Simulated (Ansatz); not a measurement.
**Squeezing BeS**

```yaml
crystal:
  lattice:
    - [0.00000, 2.42500, 2.42500]
    - [2.42500, 0.00000, 2.42500]
    - [2.42500, 2.42500, 0.00000]
  atoms:
    - { symbol: Be, position: [0.00000, 0.00000, 0.00000] }
    - { symbol: S, position: [0.25000, 0.25000, 0.25000] }
```

The base volume is that of a database entry, with shape and atoms relaxed on PAW files at held volume, so it needn't be at zero pressure; the structure needn't be the stable phase, at rest or compressed.

Its volume is scaled, and at each volume shape and atoms are relaxed on PAW files; all methods then take that cell.

Computed with Ansatz 0.2.0; functional PBE, scalar-relativistic. Settings: a Γ-centred 10×10×10 k mesh, Fermi–Dirac smearing of 0.03 eV, no spin polarisation. Methods: LAPW: all electrons, basis error target 1 meV/atom; PAW: frozen-core files, cutoff 420 eV; norm-conserving: pseudopotentials, cutoff 1800 eV.

Energies are extrapolated to zero smearing and count from the unscaled cell; pressure is positive in compression; gaps take the mesh and a band path. No temperature or zero-point motion is included.

| V/V0 | V (Å³/atom) | P LAPW (GPa) | ΔE LAPW (eV/atom) | P PAW − LAPW (GPa) | ΔE PAW − LAPW (meV/atom) | gap (eV) | space group | shortest distance (Å) |
| --- | --- | --- | --- | --- | --- | --- | --- | --- |
| 1.00 | 14.26 | ? | 0.000 | 0.02 | 0.0 | 3.11 | F-43m | 2.100 |
| 0.85 | 12.12 | 23.2 | 0.147 | 0.07 | 0.7 | 2.68 | F-43m | 1.989 |
| 0.80 | 11.41 | ? | 0.275 | 0.09 | 1.1 | 2.49 | F-43m | 1.950 |
| 0.65 | 9.27 | 94.9 | 1.086 | 0.21 | 3.2 | 1.70 | F-43m | 1.819 |

Task: Fill in "P LAPW (GPa)" for the row "0.80".

Result: 34.7.

Task: What belongs in the row "1.00", column "P LAPW (GPa)"?

Result: 1.52.

Task: At the smallest volume, how far does norm-conserving lie from LAPW in pressure?

Result: norm-conserving: +0.28 GPa, on a LAPW pressure of 94.9 GPa.

Task: How do the Löwdin populations by LAPW change from the unscaled cell to the last row?

Result: Be 2s 0.61 → 0.56, S 3s 1.80 → 1.73, S 3p 5.28 → 5.34 electrons an atom. These are projections on the shells that the free atoms fill; 0.32 e a cell lies outside them at the start and 0.39 e at the end.
